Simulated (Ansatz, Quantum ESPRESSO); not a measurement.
Pb and spin-orbit coupling, program beside program

```xyz
2
Lattice="3.0386 -1.7503 0.0000 3.0386 1.7503 0.0000 -2.1155 0.0000 6.0952" Properties=species:S:1:pos:R:3 pbc="T T T"
Pb    3.9848    0.0000    4.4269
Pb   -0.0230    0.0000    1.6683
```

This isn't the form of Pb at room conditions, which is fcc.

Kept alike: task band structure; functional PBEsol; k mesh 9 × 9 × 5; occupations fermi-dirac, width 0.05 eV. The mesh is that of the run's cell of 2 atoms.

- A: Ansatz, Ansatz PAW, made for PBE, cutoff 420 eV
- B: Quantum ESPRESSO; PseudoDojo 0.4.1 SR PBEsol standard (False); PseudoDojo 0.4 FR PBEsol standard (True), cutoff 762 eV

```csv
spin-orbit coupling,A: pressure (GPa),B: pressure (GPa)
off,-1.78,-1.76
on,-1.52,-1.43
```

Pressure is positive in compression; plane-wave values hold the error of the finite cutoff, which Ansatz corrects. Values on potentials made for another functional: all of A. For a metal such a mesh leaves the last digits unconverged.

Q: How large is the effect of spin-orbit coupling, and do the programs agree on it?

A: From off to on the pressure moves by +0.26 in A, +0.33 in B (GPa). Row by row the programs differ by 0.02 to 0.09, and the shifts point the same way but differ by 21 % of the larger.
